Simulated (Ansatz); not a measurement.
# Sn (Im-3m) in Ansatz: further runs

One crystal, Sn, is run at these levels: PBEsol; tasks: single point.

Program: Ansatz 0.2.0. These are calculated values, not measurements. Logs are shortened: lines on timing, memory, paths and dates and some standing lists are left out, and cuts for length are marked.

## Step 1: The structure

The structure is cubic, space group Im-3m (No. 229). The conventional cell has a = 3.789 Å, b = 3.789 Å, c = 3.789 Å, α = 90.00°, β = 90.00°, γ = 90.00°. Sn (site symmetry m-3m) is surrounded by 8 Sn at 3.28 Å.

This isn't the form of Sn at room conditions, which is tetragonal (white tin).

## Step 2: Single point, PBEsol, 25.57 Å³/atom (volume scaled by 0.94)

Input file input.yaml:

```yaml
crystal:
  lattice:
    - [-1.8559746029, 1.8559746029, 1.8559746029]
    - [1.8559746029, -1.8559746029, 1.8559746029]
    - [1.8559746029, 1.8559746029, -1.8559746029]
  atoms:
    - { symbol: Sn, position: [0.0, 0.0, 0.0] }
kpoints:
  mp_grid: { grid: [10, 10, 10] }
scf:
  occupations: { method: fermi_dirac, width: 0.05 }
hamiltonian:
  xc: pbesol
  pseudopotentials: { kind: all_electron, lapw: { basis_error: 0.0005 } }
output:
  forces: true
  stress: true
  eigenvalues: true
```

Potentials or basis: all-electron LAPW, scalar-relativistic.

Started as:

```
$ ansatz run input.yaml --threads 1 --pin off --max-ram 3072MiB --backend cpu --events-out ev --progress --plain --runs-dir out
```

Log:

```text
Warning: RAYON_NUM_THREADS=1 ignored (pool sized by the plan → 1); use --threads N
LAPW: plane waves up to 7.167 Å⁻¹, error target 5.0e-4 eV per atom; small_component_spin mean_spin; Sn in spheres of 1.607 Å, 22 of its electrons in bands, Dirac shells [] (how accurate: hamiltonian.pseudopotentials.lapw.basis_error, Limitations)
Engine: ansatz 0.2.0, aarch64-unknown-linux-gnu
Pseudopotentials: kind: all_electron
Pseudopotential: Sn, LAPW, valence charge 22, lapw/all_electron/scalar/gaussian/Sn, Koelling and Harmon's equation, gaussian nucleus
Functional definition: PBEsol
  exchange = pbesol_x
  correlation = pbesol_c
Crystal: 1 atoms, lattice volume = 25.573 Å³
Basis set: ecut = 195.70805846458154 eV, 141 PW (Γ), exchange–correlation at level 2
Bands: 15, of which v1, the nominal top of the filled ones, is band 11 counted from 1 (10 counted from 0)
Symmetry: 48 space group operations
Space group: Im-3m (ITA 229), of the structure as read, at distance tolerance 2.9e-5 Å
k-points: 47 of 1000
Non-local potential: Sn, projectors of the file, none
Initial density: superposition of atomic densities (chi_scale 0.1, normalization cell)
Initial wavefunctions: plane waves of lowest kinetic energy (no species holds an atomic orbital)
Functional: x = pbesol(κ = 0.804, μ = 0.12345679012345678), c = pbesol(β = 0.046)
iter 1 solved again at ethr=2.13e-5 eV; its pass at ethr=1.00e-1 eV (dr2=4.68e-3 eV) is discarded
SCF iter   1: F=—  HF=-168015.007715 eV  |F-HF|=—  |Δ(HF+E_count)|=         —  Δρ=5.62e-3  dr2=4.72e-3  ethr=2.13e-5  ⟨swp⟩=3.8  Hψ=5191  notcnv=0
preconditioner: auto → Kerker (q_TF=auto, 2.661 Å⁻¹)  [metal: Δε(μ)=0.022 eV  Ē_g=23.202 eV  σ=0.050 eV  W_gap=0.11  n_scr=12 (ndim 8)  ℏωp=27.5 eV  f_vac=0.000  D(μ)=0.75/eV (n_scr^D=0)]
SCF iter   2: F=—  HF=-168014.990432 eV  |F-HF|=—  |Δ(HF+E_count)|=   1.73e-2  Δρ=3.20e-3  dr2=1.73e-3  ethr=2.13e-5  ⟨swp⟩=2.0  Hψ=2031  notcnv=0
SCF iter   3: F=—  HF=-168014.988996 eV  |F-HF|=—  |Δ(HF+E_count)|=   1.44e-3  Δρ=1.74e-3  dr2=6.13e-4  ethr=7.87e-6  ⟨swp⟩=2.0  Hψ=2029  notcnv=0
SCF iter   4: F=—  HF=-168014.988910 eV  |F-HF|=—  |Δ(HF+E_count)|=   8.63e-5  Δρ=7.63e-4  dr2=1.48e-4  ethr=2.78e-6  ⟨swp⟩=2.0  Hψ=2031  notcnv=0
iter 5 solved again at ethr=4.10e-8 eV; its pass at ethr=6.73e-7 eV (dr2=9.03e-6 eV) is discarded
SCF iter   5: F=—  HF=-168014.988962 eV  |F-HF|=—  |Δ(HF+E_count)|=   5.23e-5  Δρ=1.57e-4  dr2=9.00e-6  ethr=4.10e-8  ⟨swp⟩=2.0  Hψ=3447  notcnv=0
SCF iter   6: F=—  HF=-168014.988963 eV  |F-HF|=—  |Δ(HF+E_count)|=   6.59e-7  Δρ=5.55e-5  dr2=8.79e-7  ethr=4.09e-8  ⟨swp⟩=2.0  Hψ=2029  notcnv=0
SCF iter   7: F=-168014.988963 eV  HF=-168014.988963 eV  |F-HF|=3.49e-9  |Δ(HF+E_count)|=   3.77e-8  Δρ=1.09e-5  dr2=3.07e-8  ethr=4.00e-9  ⟨swp⟩=2.0  Hψ=2029  notcnv=0
SCF 1 converged in 7 iterations: F = -168014.988963 eV  dr2 = 3.07e-8
SCF converged after 7 iterations
Free energy (F): -168014.988963 eV
Harris-Foulkes:  -168014.988963 eV  (|F-HF|=3.49e-9)
Internal energy: -168014.982755 eV  (E = F + TS)
E sigma→0 (E₀):  -168014.985859 eV
Entropy (-TS):   -0.006208 eV (-6.208 meV/atom)
Fermi energy:    14.729955 eV
--- Per-component energies (eV) ---
  E_band       = -677.577557
  E_kinetic    = 176691.685493
  E_xc         = -4422.518099
  E_electrostatic = -340284.150150  (all electrons and nuclei)
  E_smearing   = -0.006208  (= −TS)
  E_closure    = 0.000000  (closes the sum)
  E_atoms      = -168010.797820  (free atoms, spherical and without spin; not in F)
  Σ components = -168014.988963   (vs F -168014.988963, Δ=0.00e0)
  Basis errors (estimates in eV, not in F): energy 1.2e-4 per atom: plane waves 1.2e-4 (6.2e-5 summed), levels above the bands 6.9e-95, relativity 6.4e-9, radial functions 2.6e-6, core shells 4.4e-10; eigenvalues (radial functions only) 1.7e-5; not estimated: angular momenta, meshes, grids; target (lapw.basis_error) 5.0e-4; muffin-tin radii Sn 1.607 Å
--- Forces (eV/Å), atoms counted from 1 ---
  atom   1  Sn     0.00000000    -0.00000000    -0.00000000
  max |Σ_I F_I| component: 1.38e-31 eV/Å
--- Stress (GPa, compression-positive) ---
        0.872003      -0.000000       0.000000
       -0.000000       0.872003      -0.000000
        0.000000      -0.000000       0.872003
  P = ⅓ Tr σ = 0.8720 GPa (8.720 kbar)
--- Band table (eV; the first three rows and the last of 47) ---
  k-point 0: bands = ["-114.5106", "-70.3417", "-70.3417", "-70.3417", "-6.7714", "-6.7714", "-6.7714", "-6.6037", "-6.6037", "3.1939", "23.2812", "23.2812", "23.2812", "26.9670", "26.9670"]
  k-point 1: bands = ["-114.5105", "-70.3421", "-70.3419", "-70.3417", "-6.7768", "-6.7640", "-6.7463", "-6.6097", "-6.6044", "3.4237", "21.4076", "22.4068", "22.9362", "25.4972", "25.8326"]
  k-point 2: bands = ["-114.5105", "-70.3433", "-70.3423", "-70.3416", "-6.7911", "-6.7488", "-6.6801", "-6.6221", "-6.6060", "4.1150", "18.0584", "20.9240", "22.0806", "24.3890", "24.6835"]
  k-point 46: bands = ["-114.5100", "-70.3456", "-70.3456", "-70.3456", "-6.8012", "-6.8012", "-6.5270", "-6.5270", "-6.5270", "12.6175", "14.1978", "14.1978", "14.1978", "18.5704", "18.5704"]
```

Wall time 4.4 s (1 thread of Arm Neoverse V2, shared host); peak memory 0.23 GiB.

Results:

```
Free energy            : -168014.9890 eV
Pressure               : 0.9 GPa
Band gap on the k mesh : none (metal or under the smearing width)
```

## Step 3: Single point, PBEsol, 26.12 Å³/atom (volume scaled by 0.96)

input.yaml, as its differences from that of step 2:

```diff
@@ -2,5 +2,5 @@
   lattice:
-    - [-1.8559746029, 1.8559746029, 1.8559746029]
-    - [1.8559746029, -1.8559746029, 1.8559746029]
-    - [1.8559746029, 1.8559746029, -1.8559746029]
+    - [-1.8690452773, 1.8690452773, 1.8690452773]
+    - [1.8690452773, -1.8690452773, 1.8690452773]
+    - [1.8690452773, 1.8690452773, -1.8690452773]
   atoms:
```

Potentials or basis: all-electron LAPW, scalar-relativistic.

Started as:

```
$ ansatz run input.yaml --threads 1 --pin off --max-ram 3072MiB --backend cpu --events-out ev --progress --plain --runs-dir out
```

Wall time 6.3 s (1 thread of Arm Neoverse V2, shared host); peak memory 0.23 GiB.

Results (log left out):

- Free energy: -168014.9899 eV
- Pressure: -0.3 GPa
- Band gap on the k mesh: none (metal or under the smearing width)

## Step 4: Single point, PBEsol, 26.66 Å³/atom (volume scaled by 0.98)

input.yaml, as its differences from that of step 3:

```diff
@@ -2,5 +2,5 @@
   lattice:
-    - [-1.8690452773, 1.8690452773, 1.8690452773]
-    - [1.8690452773, -1.8690452773, 1.8690452773]
-    - [1.8690452773, 1.8690452773, -1.8690452773]
+    - [-1.881935652, 1.881935652, 1.881935652]
+    - [1.881935652, -1.881935652, 1.881935652]
+    - [1.881935652, 1.881935652, -1.881935652]
   atoms:
```

Started as:

```
$ ansatz run input.yaml --threads 1 --pin off --max-ram 3072MiB --backend cpu --events-out ev --progress --plain --runs-dir out
```

Run time: 7.5 s. Hardware: 1 thread of Arm Neoverse V2, shared host; peak memory 0.23 GiB.

Results (log left out):

```
Free energy            : -168014.9872 eV
Pressure               : -1.3 GPa
Band gap on the k mesh : none (metal or under the smearing width)
```

## Step 5: Single point, PBEsol, 27.20 Å³/atom

input.yaml, as its differences from that of step 4:

```diff
@@ -2,5 +2,5 @@
   lattice:
-    - [-1.881935652, 1.881935652, 1.881935652]
-    - [1.881935652, -1.881935652, 1.881935652]
-    - [1.881935652, 1.881935652, -1.881935652]
+    - [-1.8946518192, 1.8946518192, 1.8946518192]
+    - [1.8946518192, -1.8946518192, 1.8946518192]
+    - [1.8946518192, 1.8946518192, -1.8946518192]
   atoms:
```

Started as:

```
$ ansatz run input.yaml --threads 1 --pin off --max-ram 3072MiB --backend cpu --events-out ev --progress --plain --runs-dir out
```

Run time: 4.1 s. Hardware: 1 thread of Arm Neoverse V2, shared host; peak memory 0.23 GiB.

Results (log left out):

```yaml
Free_energy: -168014.9813 eV
Pressure: -2.2 GPa
Band_gap_on_the_k_mesh: none (metal or under the smearing width)
```

## Step 6: Single point, PBEsol, 27.75 Å³/atom (volume scaled by 1.02)

input.yaml, as its differences from that of step 5:

```diff
@@ -2,5 +2,5 @@
   lattice:
-    - [-1.8946518192, 1.8946518192, 1.8946518192]
-    - [1.8946518192, -1.8946518192, 1.8946518192]
-    - [1.8946518192, 1.8946518192, -1.8946518192]
+    - [-1.9071995479, 1.9071995479, 1.9071995479]
+    - [1.9071995479, -1.9071995479, 1.9071995479]
+    - [1.9071995479, 1.9071995479, -1.9071995479]
   atoms:
```

Potentials or basis: all-electron LAPW, scalar-relativistic.

Started as:

```
$ ansatz run input.yaml --threads 1 --pin off --max-ram 3072MiB --backend cpu --events-out ev --progress --plain --runs-dir out
```

It took 2.9 s on 1 thread of Arm Neoverse V2, shared host; peak memory 0.23 GiB.

It converged, with:

- Free energy: -168014.9725 eV
- Pressure: -3.0 GPa
- Band gap on the k mesh: none (metal or under the smearing width)

## Step 7: Single point, PBEsol, 28.29 Å³/atom (volume scaled by 1.04)

input.yaml, as its differences from that of step 6:

```diff
@@ -2,5 +2,5 @@
   lattice:
-    - [-1.9071995479, 1.9071995479, 1.9071995479]
-    - [1.9071995479, -1.9071995479, 1.9071995479]
-    - [1.9071995479, 1.9071995479, -1.9071995479]
+    - [-1.9195843076, 1.9195843076, 1.9195843076]
+    - [1.9195843076, -1.9195843076, 1.9195843076]
+    - [1.9195843076, 1.9195843076, -1.9195843076]
   atoms:
```

Started as:

```
$ ansatz run input.yaml --threads 1 --pin off --max-ram 3072MiB --backend cpu --events-out ev --progress --plain --runs-dir out
```

It took 2.9 s on 1 thread of Arm Neoverse V2, shared host; peak memory 0.23 GiB.

It converged, with:

```
Free energy            : -168014.9613 eV
Pressure               : -3.7 GPa
Band gap on the k mesh : none (metal or under the smearing width)
```

## Step 8: Single point, PBEsol, 28.84 Å³/atom (volume scaled by 1.06)

input.yaml, as its differences from that of step 7:

```diff
@@ -2,5 +2,5 @@
   lattice:
-    - [-1.9195843076, 1.9195843076, 1.9195843076]
-    - [1.9195843076, -1.9195843076, 1.9195843076]
-    - [1.9195843076, 1.9195843076, -1.9195843076]
+    - [-1.9318112889, 1.9318112889, 1.9318112889]
+    - [1.9318112889, -1.9318112889, 1.9318112889]
+    - [1.9318112889, 1.9318112889, -1.9318112889]
   atoms:
```

Started as:

```
$ ansatz run input.yaml --threads 1 --pin off --max-ram 3072MiB --backend cpu --events-out ev --progress --plain --runs-dir out
```

It took 5 s on 1 thread of Arm Neoverse V2, shared host; peak memory 0.23 GiB.

The run converged. Its results:

```
Free energy            : -168014.9478 eV
Pressure               : -4.3 GPa
Band gap on the k mesh : none (metal or under the smearing width)
```
